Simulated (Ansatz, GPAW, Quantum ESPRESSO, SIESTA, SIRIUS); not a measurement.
## Cost and result for the band gap of Te2Mo

**What was measured.** The band gap of Te2Mo (P6_3/mmc) is reported as 0.88 eV at 300 K (arxiv:1407.1219). The runs below try to reproduce it.

```
Te Mo
1.0
     3.51820    0.00000    0.00000
    -1.75910    3.04685    0.00000
     0.00000    0.00000   13.97360
Te Mo
4 2
Direct
  0.66667 0.33333 0.37900
  0.33333 0.66667 0.87900
  0.66667 0.33333 0.12100
  0.33333 0.66667 0.62100
  0.66667 0.33333 0.75000
  0.33333 0.66667 0.25000
```

| rung | level | program and potentials | cutoff (eV) | k mesh | smearing | task | spin | core time | chip | band gap (eV) | miss (eV) | notes |
| --- | --- | --- | --- | --- | --- | --- | --- | --- | --- | --- | --- | --- |
| G0W0 | G0W0 on HSE06 | Ansatz, Ansatz PAW | 420 | 6 × 6 × 2 | fixed | G0W0 quasiparticle levels | off | 96 s | AMD EPYC 7R13 Zen 3 | 1.15 | +0.27 | bands, basis or mesh of the many-body step not converged; potentials made for PBE, which Ansatz adapts in part; 15.33 valence electrons an atom on average; response cutoff 100 eV, bands 340 |
| G0W0 | G0W0 on PBE | Ansatz, Ansatz PAW | 420 | 6 × 6 × 2 | fixed | G0W0 quasiparticle levels | off | 1.8 min | AMD EPYC 7R13 Zen 3 | 1.01 | +0.13 | bands, basis or mesh of the many-body step not converged; 15.33 valence electrons an atom on average; response cutoff 170 eV, bands 753 |
| GGA + U (6.2 eV) | PBE+U (Mo d U = 6.2 eV, fll (the default)) | Ansatz, Ansatz PAW | 420 | 9 × 9 × 2 | fermi-dirac 0.05 | band structure | off | 2.2 min | Intel Xeon Skylake/Cascade Lake | 0.62 | -0.26 | 15.33 valence electrons an atom on average; from the band path |
| GGA | PBE | GPAW, PAW data sets generated for this functional | 600 | 5 × 5 × 2 | fermi-dirac 0.05 | band structure | off | 4.6 min | Arm Neoverse V2 | 0.70 | -0.18 | coarse mesh; 8.67 valence electrons an atom on average |
| meta-GGA + U (7 eV) | r2SCAN+U (Mo d U = 7 eV, fll (the default)) | Ansatz, Ansatz PAW | 500 | 9 × 9 × 2 | fermi-dirac 0.05 | band structure | off | 5 min | Arm Neoverse V1 | 0.29 | -0.59 | potentials made for PBE, which Ansatz adapts in part; 15.33 valence electrons an atom on average; from the band path |
| GGA + U (4 eV) | PBE+U (Mo d U = 4 eV) | GPAW, GPAW PAW data sets (gpaw-data 1.2.1) | 600 | 5 × 5 × 2 | fermi-dirac 0.05 | band structure | off | 5.6 min | Arm Neoverse V2 | 0.69 | -0.19 | coarse mesh; 8.67 valence electrons an atom on average |
| GGA | PBE | SIESTA, files PseudoDojo fr-pbe-0.4-standard, DZP (energy shift 0.003 Ry; two zetas on semicore shells) | - | 7 × 7 × 2 | fermi-dirac 0.05 | band structure | non-collinear, zero start, SOC | 8.2 min | Arm Neoverse V1 | 0.71 | -0.17 | atomic basis; 15.33 valence electrons an atom on average; from the band path |
| GGA | HCTH | Quantum ESPRESSO, PseudoDojo 0.4.1 SR PBE standard | 1088 | 9 × 9 × 2 | fermi-dirac 0.05 | band structure | off | 13 min | Arm Neoverse V2 | 0.78 | -0.10 | potentials made for PBE; 15.33 valence electrons an atom on average; from the band path |
| GGA | PBE | SIRIUS, all-electron FP-LAPW (ZORA valence), apw+lo standard | - | 9 × 9 × 2 | fermi-dirac 0.05 | band structure | off | 13 min | Arm Neoverse V1 | 0.71 | -0.17 | from the band path |
| non-local van der Waals functional | vdW-DF3-opt1 | Quantum ESPRESSO, PseudoDojo 0.4.1 SR PBE standard | 1088 | 9 × 9 × 2 | fermi-dirac 0.05 | band structure | off | 18 min | Arm Neoverse V1 | 0.71 | -0.17 | potentials made for PBE; 15.33 valence electrons an atom on average; from the band path |

Times are single runs on shared hosts and different chips, so they are rough; meshes, cutoffs and the tasks' sizes weigh on the time. Gaps are the least found on the k mesh or the band path, and a mesh can miss the band edges. Smearing widths are in eV. The cell comes from a database and isn't always the measured one. Meshes differ between rows, which moves values too. All levels ran on this one cell, unrelaxed unless noted. Meshes are those of the run's cell of 6 atoms unless a note names another. Misses use the values as printed. Runs on faulty files, with rough fits or with known faults for this quantity aren't shown.

By rung: GGA + U (6.2 eV) 0.62; GGA 0.71 to 0.78; non-local van der Waals functional 0.71; meta-GGA + U (7 eV) 0.29; GGA on coarse meshes 0.70; GGA + U (4 eV) on coarse meshes 0.69; GGA with SOC in atomic bases 0.71; G0W0 on coarse settings 1.01 to 1.15 (eV). Measured: 0.88 eV at 300 K (arxiv:1407.1219). Closest, coarse meshes and atomic bases left aside, is HCTH (-0.10 eV), and PBE misses by -0.17 eV on plain settings. The runs are for a static lattice, while measurements hold temperature and zero-point motion; rows without SOC leave out spin-orbit coupling, which moves the band edges where heavy atoms are present.
